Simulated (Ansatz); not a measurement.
Migration of H in ZrS2

All numbers below come from DFT PBE, scalar-relativistic, plane waves, PAW in Ansatz. Settings: 420 eV cutoff, 2×2×2 k-mesh, shifted by half a step, Gaussian smearing of 0.02 eV, no spin polarisation.

Host crystal, relaxed:

```yaml
crystal:
  lattice:
    - [3.68521, 0.00000, 0.00000]
    - [-1.84260, 3.19148, 0.00000]
    - [0.00000, 0.00000, 6.75791]
  atoms:
    - { symbol: Zr, position: [0.00000, 0.00000, 0.00000] }
    - { symbol: S, position: [0.66667, 0.33333, 0.78568] }
    - { symbol: S, position: [0.33333, 0.66667, 0.21432] }
```

In a supercell of 24 host sites with charge +1, interstitial H hops to an equivalent place, moving 2.44 Å between the relaxed ends. Climbing-image nudged elastic band at fixed cell with images 0 (start) to 6 (end), the path measured over all atoms, converged to 0.05 eV/Å; the order of the saddle wasn't checked, and the small cell leaves errors of about a tenth of an eV. Zero-point motion and tunnelling, which matter for H, are left out.

Supercell rows in host cell vectors: 1 2 -1; 1 2 1; 1 -2 0. H was set at (0.312, 0.625, 0.571) of the host cell.

At the relaxed start H has 1 S at 1.36 Å.

Task: How high is the barrier, and where does the atom pass?

Result: 1.14 eV at image 3, where H has 2 S at 1.80 Å.

Cost: 1 run of about 28 core-minutes, on Arm Neoverse V2 (shared hosts).